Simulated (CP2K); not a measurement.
# WS2 in CP2K: convergence with k mesh

Slab: WS2, a slab with vacuum.

```xyz
3
Lattice="3.1835 0.0000 0.0000 -1.5918 2.7570 0.0000 0.0000 0.0000 16.9506" Properties=species:S:1:pos:R:3 pbc="T T T"
W    -0.0095   -0.0067    0.0258
S     0.0376    1.8521    1.5541
S    -0.0138    1.8181   15.4139
```

The cell isn't the ideal one: atoms moved at random, drawn with an rms of 0.05 Å.

```yaml
Program: CP2K 2026.2
Task: single point
Functional: PBE
Potentials_or_basis: POTENTIAL_UZH W GTH-PBE-q14, S GTH-PBE-q6; DZVP-MOLOPT-PBE-GTH basis
Density_cutoff: 6123 eV
k_mesh: 3 × 3 × 1
Occupations: fermi-dirac, width 0.05 eV
Spin: no spin polarisation
```

These are the settings of the first run; the series varies k mesh, with any setting tied to it.

Hardware: 1 thread of Arm Neoverse V1 (shared host).

```csv
k mesh,"energy less the tightest run, at zero smearing (meV/atom)",largest force (eV/Å),gap on the mesh (eV),SCF cycles,CPU time (s),peak memory (GiB)
3 × 3 × 1,7.39,0.948,1.685,23,24,0.44
4 × 4 × 1,-18.23,1.024,2.349,21,23,0.44
5 × 5 × 1,-0.06,1.061,2.126,21,23,0.44
6 × 6 × 1,1.04,1.067,1.637,21,23,0.44
7 × 7 × 2,-0.35,1.062,2.017,21,25,0.45
8 × 8 × 2,0.06,1.064,1.912,21,27,0.45
10 × 10 × 2,-0.04,1.063,1.844,21,30,0.46
12 × 12 × 2,0.00,1.064,1.637,21,33,0.46
```

Against the tightest run, the energy stays within 1 meV/atom from 7 × 7 × 2 on; the largest force stays within 0.005 eV/Å from 5 × 5 × 1 on. Not settled before the last step: the gap on the mesh (to 0.01 eV). Meshes of other sizes hit other points, so gaps and Fermi surfaces needn't settle smoothly. The tightest run that finished is the yardstick and may itself not be fully converged.

Caveat, for the tightest run too: spin-orbit coupling is left out, which moves the levels of the heavy elements; the basis of atomic orbitals isn't converged, which shifts pressures, moduli and gaps.
